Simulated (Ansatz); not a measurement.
# In (Im-3m), stationary points along a deformation path

These are results of DFT PBEsol, scalar-relativistic, plane waves, PAW (Ansatz), not measurements. The runs took a 420 eV cutoff, a Γ-centred 20×20×20 mesh and Gaussian smearing (0.15 eV). No spin polarisation. Energies are free energies at this smearing, counted from the undisturbed cell; pressure is positive in compression.

The starting cell (as given, not relaxed at this level; it stands at -1.3 GPa; this bcc form isn't the usual structure):

```
In
1.0
    -1.88253    1.88253    1.88253
     1.88253   -1.88253    1.88253
     1.88253    1.88253   -1.88253
In
1
Direct
  0.00000 0.00000 0.00000
```

At fixed volume and fractional coordinates, lengths along (0.000, 0.000, 1.000) are scaled against those across it; ρ is that ratio over its starting value. V = 26.686 Å³/atom. Δσ is the stress along the axis less the mean stress across it (compression positive).

| ρ | ΔE (meV/atom) | Δσ (GPa) | space group |
| --- | --- | --- | --- |
| 0.650 | 106.5 | 10.51 | I4/mmm |
| 0.707 | 39.8 | 4.45 | I4/mmm |
| 0.780 | 8.8 | 1.11 | I4/mmm |
| 0.850 | 0.8 | 0.33 | I4/mmm |
| 0.920 | -0.3 | 0.14 | I4/mmm |
| 0.960 | -0.3 | -0.07 | I4/mmm |
| 1.000 | 0.0 | 0.00 | Im-3m |
| 1.050 | -0.4 | 0.13 | I4/mmm |
| 1.100 | -1.5 | 0.11 | I4/mmm |
| 1.200 | -5.5 | 0.77 | I4/mmm |
| 1.300 | -11.0 | 0.21 | I4/mmm |
| 1.414 | -12.0 | 0.00 | Fm-3m |
| 1.500 | -12.3 | -0.07 | I4/mmm |

How does the stress give the slope of the energy, and where is the energy stationary?

Along the path d ln(length) is 2/3 d ln ρ on the axis and −1/3 d ln ρ across it, so dE/d ln ρ = −(2/3) V Δσ: the energy falls with ρ where Δσ is positive. Δσ vanishes or changes sign between ρ = 0.920 and 0.960, a minimum (near 0.95 by linear interpolation); at ρ = 1.000 (Im-3m), a maximum at 0.0 meV/atom; at ρ = 1.414 (Fm-3m), a stationary point at -12.0 meV/atom. Pairs of stationary points between two samples would go unseen, and could change a minimum read from distant neighbours into a maximum. At ρ = 1.000, 1.414 the cell is cubic, where symmetry alone makes the stress isotropic and the slope zero.

Which shear constant sets the curvature at ρ = 1?

For a cubic crystal E/V = (2/3) C (ln ρ)² with C = C′ = (C11 − C12)/2, so Δσ = −2C ln ρ. The parabola of Δσ against ln ρ through ρ = 0.960, 1 and 1.050 gives C ≈ -1.1 GPa with the ions clamped, rough because the steps are large. It is the stress–strain coefficient at this cell's pressure of -1.3 GPa, not the zero-pressure constant.

Integrate that slope from ρ = 1 to 1.200 by the trapezoid rule.

With V/N in Å³ and 1 eV/Å³ = 160.2 GPa the slopes at ρ = 1.000, 1.050, 1.100, 1.200 are 0, -15, -13, -85 meV/atom per unit of ln ρ. The steps add (-0.4) + (-0.6) + (-4.3) = -5.2 meV/atom, against -5.5 from the energies; the trapezoid rule misses the curvature of the slope within each step.

Is the start the lowest point of the path?

No: ρ = 1.500 lies 12.3 meV/atom lower, with no sampled rise above the start on the way. Volume and inner coordinates are held, so a relaxed structure there would lie lower still.

In a metal these slopes depend on the k mesh and the smearing.